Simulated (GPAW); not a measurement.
A run of GPAW 26.7.0 is set up as follows.

Contents of run.py:

```python
from ase.calculators.mixing import SumCalculator
from ase.filters import FrechetCellFilter
from ase.io import read, write
from ase.optimize import BFGS
from dftd4.ase import DFTD4
from gpaw import GPAW, PW

atoms = read('POSCAR')

calc = GPAW(mode=PW(600),
            xc='PBE',
            kpts={'size': (8, 8, 8), 'gamma': True},
            occupations={'name': 'fermi-dirac', 'width': 0.05},
            nbands=11,
            convergence={'density': 1e-05, 'forces': 0.0001},
            maxiter=150,
            txt='gpaw.txt')
atoms.calc = SumCalculator([calc, DFTD4(method='pbe')])
opt = BFGS(FrechetCellFilter(atoms), trajectory='relax.traj', logfile='-')
done = opt.run(fmax=0.02, steps=40)
calc.write('gs.gpw')
write('result.traj', atoms)
print('Converged:', done)
print('Cell:', atoms.cell.cellpar().round(4))
print('Volume:', round(atoms.get_volume(), 4))
print(atoms.get_scaled_positions().round(5))
```

POSCAR

```
GaP
1.0
    0.0000000000      2.7252500000      2.7252500000
    2.7252500000      0.0000000000      2.7252500000
    2.7252500000      2.7252500000      0.0000000000
Ga P
1 1
Direct
    0.0000000000      0.0000000000      0.0000000000
    0.7500000000      0.7500000000      0.7500000000
```

Potentials or basis: GPAW PAW data sets (gpaw-data 1.2.1), pw.

Launch:

```console
$ OMP_NUM_THREADS=1 python run.py
```

Question: Estimate the dispersion energy per atom.

Answer: -0.408 eV.

Question: What does it give for the relaxed volume?

Answer: 20.51 Å³/atom.

Step by step:
| step | energy change (eV) | largest force (eV/Å) | pressure (GPa) | volume (Å³) |
| --- | --- | --- | --- | --- |
| 1 | 0.0000 | 0.0000 | 1.24 | 40.48 |
| 2 | -0.0009 | 0.0000 | 0.93 | 40.62 |
| 3 | -0.0022 | 0.0000 | 0.02 | 41.03 |

Caveat: the data sets keep Ga 3d, Li 1s and Be 1s frozen, and some such compounds lay over 1.5 % in volume off other programs; later steps reuse the first step's grids. Zero-point motion and thermal expansion aren't in these numbers.
